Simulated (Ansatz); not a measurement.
Input and command of a plane-wave DFT calculation in Ansatz:

```yaml
crystal:
  lattice:
    - [1.7138507813, 0.9894922099, 2.9189069788]
    - [-1.7138507813, 0.9894922099, 2.9189069788]
    - [0.0, -1.9789844198, 2.9189069788]
  atoms:
    - { symbol: P, position: [0.2336660455, 0.2336660455, 0.2336660455] }
    - { symbol: P, position: [0.7663339545, 0.7663339545, 0.7663339545] }
basis:
  ecutwfc: 420
kpoints:
  mp_grid: { grid: [24, 24, 24] }
hamiltonian:
  xc: pbe
  dispersion: d3bj
scf:
  occupations: { method: gaussian, width: 0.15 }
output:
  forces: true
  stress: true
  eigenvalues: true
  write_density: true
  write_potential: true
  elf: true
  volumetric_format: npy
```

```bash
ansatz run input.yaml --threads 2 --pin off --max-ram 5120MiB --backend cpu --events-out ev --progress --plain --runs-dir out
```

Processor: Intel(R) Xeon(R) Processor @ 2.50GHz (Skylake/Cascade Lake), 2 threads, on a host shared with other jobs.

**Question.** Estimate time, memory and problem size.

**Answer.** About 50 s on 2 threads of Intel(R) Xeon(R) Processor @ 2.50GHz (Skylake/Cascade Lake), on a shared host, peak memory 0.65 GiB. It solves 9 bands at 1313 k points (the mesh reduced by the symmetry that the task leaves, which can be less than the crystal's) with about 561 plane waves, in 6 SCF iterations.
